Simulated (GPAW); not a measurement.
Crystal: KBr.

```
Br K
1.0
     0.00000    3.30000    3.30000
     3.30000    0.00000    3.30000
     3.30000    3.30000    0.00000
Br K
1 1
Direct
  0.50000 0.50000 0.50000
  0.00000 0.00000 0.00000
```

```yaml
Program: GPAW 26.7.0
Task: relaxation of cell and atoms
Functional: OLYP
Dispersion: D3
Potentials_or_basis: PAW data sets generated in the run's folder for this functional
Cutoff: 600 eV
Basis: pw
k_mesh: 7 × 7 × 7
Occupations: fermi-dirac, width 0.05 eV
Spin: no spin polarisation
```

At the start: pressure 1.8 GPa; volume 35.94 Å³/atom.

Where does the relaxation end?

Over 4 steps the energy falls by 19.2 meV/atom and the volume is 39.67 Å³/atom (+10.4 %); space group Fm-3m (No. 225, to 0.05 Å).

Step by step:
```
step  energy change (eV)  largest force (eV/Å)  pressure (GPa)  volume (Å³)
   1              0.0000                0.0000            1.76        71.87
   2             -0.0064                0.0000            1.58        72.48
   3             -0.0382                0.0000            0.11        78.82
   4             -0.0384                0.0000            0.01        79.35
```

Final structure:
```
Br K
1.0
     0.00000    3.41059    3.41059
     3.41059    0.00000    3.41059
     3.41059    3.41059    0.00000
Br K
1 1
Direct
  0.50000 0.50000 0.50000
  0.00000 0.00000 0.00000
```

Caveat: later steps reuse the first step's grids; the volume moved by +10 % from the deposited cell, more than functionals usually miss.
